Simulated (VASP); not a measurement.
# BN (Qingsongite): single point with r2SCAN

**The experiment to reproduce.**

From a printed reference work, monograph, for a bulk crystal of BN at 300 K: band gap 6.4 eV (indirect).

Crystal: BN (Qingsongite).

```
B N
1.0
     0.00000    1.80486    1.80486
     1.80486    0.00000    1.80486
     1.80486    1.80486    0.00000
B N
1 1
Direct
  0.00000 0.00000 0.00000
  0.25000 0.25000 0.25000
```

```json
{
 "Program": "VASP 6.6.1",
 "Task": "single point",
 "Functional": "r2SCAN",
 "Potentials or basis": "VASP PAW PBE potentials, release 64 (B_h, N_h)",
 "Cutoff": "910 eV",
 "k mesh": "10 × 10 × 10",
 "Occupations": "fermi-dirac, width 0.01 eV",
 "Spin": "no spin polarisation",
 "Dipole correction": "no",
 "Second run": "hard_potentials",
 "Further INCAR settings": "ALGO = Normal; EDIFF = 1e-06; NBANDS = 11"
}
```

```yaml
Pressure: -0.6 GPa
Band_gap_on_the_k_mesh: 5.00 eV, indirect (least direct gap 9.57 eV)
```

Levels at points of the mesh, in eV from the valence-band top:
| k point | band 1 | band 2 | band 3 | band 4 | band 5 | band 6 | band 7 | band 8 |
| --- | --- | --- | --- | --- | --- | --- | --- | --- |
| (0.00, 0.00, 0.00) | -21.34 | 0.00 | 0.00 | 0.00 | 9.57 | 9.57 | 9.57 | 11.14 |
| (0.50, 0.00, 0.00) | -17.02 | -11.11 | -2.02 | -2.02 | 10.84 | 11.51 | 11.51 | 16.46 |
| (0.50, 0.50, 0.00) | -15.59 | -9.34 | -5.11 | -5.11 | 5.00 | 9.84 | 19.35 | 19.35 |

It took 27 s on 1 thread of Intel(R) Xeon(R) 6975P-C (Granite Rapids), on a shared host, peak memory 0.15 GiB.

Against the measured gap of BN, 6.4 eV (indirect; 300 K; a printed reference work, monograph), the calculated 5.00 eV is off by -1.40 eV. The value is that of r2SCAN on a finite k mesh, which can miss the band edges, without temperature or zero-point motion.

Caveat: the cutoff is under 1.25 times the usual one of these potentials, so pressure, stress and relaxed cells hold a basis-set (Pulay) error; the PAW data sets were made with another functional, which shifts forces and pressure a little.
